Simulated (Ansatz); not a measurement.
# HfO2: the cost of one run

Computed with Ansatz 0.2.0 (DFT PBEsol, scalar-relativistic, plane waves, PAW, unless a step's input says otherwise).

## Step 1: The structure to begin with

Symmetry: P2_1/c, No. 14, monoclinic system. Conventional cell: a = 5.118 Å, b = 5.186 Å, c = 5.284 Å, α = 90.00°, β = 99.35°, γ = 90.00°. Hf (site symmetry 1) is surrounded by 7 O at 2.03 to 2.25 Å. O (site symmetry 1) has 4 Hf at 2.14 to 2.25 Å as nearest neighbours. Around O (site symmetry 1) lie 3 Hf at 2.03 to 2.12 Å.

Coordinates:

```
Hf O
1.0
     5.11800    0.00000    0.00000
     0.00000    5.18570    0.00000
    -0.85866    0.00000    5.21387
Hf O
4 8
Direct
  0.27550 0.03970 0.20800
  0.72450 0.53970 0.29200
  0.72450 0.96030 0.79200
  0.27550 0.46030 0.70800
  0.44870 0.75810 0.48010
  0.55130 0.25810 0.01990
  0.55130 0.24190 0.51990
  0.44870 0.74190 0.98010
  0.07420 0.33160 0.34670
  0.92580 0.83160 0.15330
  0.92580 0.66840 0.65330
  0.07420 0.16840 0.84670
```

The structure comes from the Crystallography Open Database.

(A quick probe on a coarse mesh, which set the mesh and smearing, is not shown.)

## Step 3: Relaxing cell and atoms

Contents of input.yaml:

```yaml
crystal:
  lattice:
    - [5.118, 0.0, 0.0]
    - [0.0, 5.1857, 0.0]
    - [-0.8586630598, 0.0, 5.2138671406]
  atoms:
    - { symbol: Hf, position: [0.2755, 0.0397, 0.208] }
    - { symbol: Hf, position: [0.7245, 0.5397, 0.292] }
    - { symbol: Hf, position: [0.7245, 0.9603, 0.792] }
    - { symbol: Hf, position: [0.2755, 0.4603, 0.708] }
    - { symbol: O, position: [0.4487, 0.7581, 0.4801] }
    - { symbol: O, position: [0.5513, 0.2581, 0.0199] }
    - { symbol: O, position: [0.5513, 0.2419, 0.5199] }
    - { symbol: O, position: [0.4487, 0.7419, 0.9801] }
    - { symbol: O, position: [0.0742, 0.3316, 0.3467] }
    - { symbol: O, position: [0.9258, 0.8316, 0.1533] }
    - { symbol: O, position: [0.9258, 0.6684, 0.6533] }
    - { symbol: O, position: [0.0742, 0.1684, 0.8467] }
basis:
  ecutwfc: 420
kpoints:
  mp_grid: { grid: [6, 6, 6] }
hamiltonian:
  xc: pbesol
scf:
  occupations: { method: gaussian, width: 0.02 }
output:
  forces: true
  stress: true
  eigenvalues: true
  write_density: true
  write_potential: true
  elf: true
  volumetric_format: npy
relax:
  adjacent_minimum: "off"
  f_tol: 0.005
  max_steps: 80
  cell: { stress_tol: 0.05 }
```

On the command line:

```
$ ansatz run input.yaml --threads 8 --pin off --max-ram 22528MiB --backend cpu --events-out ev --progress --plain --runs-dir out
```

**Question.** How long does this run take on 8 threads of Arm Neoverse V1, shared host, and how much memory does it need?

About 1.9 min, with a peak of 1.3 GiB.
